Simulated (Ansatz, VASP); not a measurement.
**One calculation of HfB2, two programs**

```
Hf B
1.0
     3.14635    0.00000    0.00000
    -1.57317    2.72482    0.00000
     0.00000    0.00000    3.47374
Hf B
1 2
Direct
  0.00000 0.00000 0.00000
  0.33333 0.66667 0.50000
  0.66667 0.33333 0.50000
```

Alike in both runs: functional PBEsol; k mesh 12 × 12 × 10; occupations gaussian, width 0.05 eV; no spin polarisation.

Ansatz relaxed the structure, and its values are those at the end. VASP's run is a single point on that final structure, the one shown.

|  | VASP | Ansatz |
| --- | --- | --- |
| version | VASP 6.6.1 | Ansatz 0.2.0 |
| potentials or method | VASP PAW PBE potentials, release 64 (Hf_pv, B) | scalar-relativistic, plane waves, PAW |
| plane-wave cutoff (eV) | 520 | 420 |
| valence electrons in the cell | 16 | 32 |

```csv
,VASP,Ansatz,Ansatz less VASP
pressure (GPa),-5.1,-5.0,+0.12
```

The two sets of potentials don't hold the same shells in valence.

Caveats: the PAW data sets were made with another functional, which shifts forces and pressure a little (VASP). The runs have no spin-orbit coupling, so splittings on Hf are missing.
